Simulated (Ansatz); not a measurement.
# A sheet of C under strain

A free-standing layer, 2 atoms in a cell of 2.466 × 2.466 Å at 60° (P6/mmm), 0.00 Å between its outer nuclei. Ansatz: PBE+D3(BJ), PAW, 420 eV, 21×21×1 mesh. It is strained by x per cent equally along both axes, atoms relaxed; y is the tensile stress along x per length. Symmetry keeps the layer flat. The small cell can't ripple, as a free sheet would under compression.

| x (%) | y (N/m) | vacuum level over E_F (eV) |
| --- | --- | --- |
| -4.0 | -21.04 | 3.87 |
| -2.0 | -9.54 | 4.06 |
| 0.0 | 0.00 | 4.24 |
| 2.0 | 7.73 | 4.41 |
| 4.0 | 13.97 | 4.56 |
| 7.0 | ? | ? |

**Question.** Fit y = c1 x + c2 x² to the other rows, give the stiffness, and predict the missing row.

**Answer.** Least squares on the rows shown. y = 4.3645 x − 0.22125 x². The stiffness C11 + C12 is 100 c1 = 436 N/m. At x = 7.0 the fit asked for gives 19.71 N/m. The run gave 21.08 N/m, so the fit is 1.37 N/m too low, 3.3 % of the span of the series, against an rms of 0.08 N/m on the fitted rows. The row lies outside the fitted range. With a term in x³ added, a fit to the same known rows predicts 20.92 N/m, so most of the miss is curvature that the known rows already hold.

In the withheld run the vacuum level lies 4.77 eV over E_F.

The reference crystal is a form of C, which isn't its usual structure.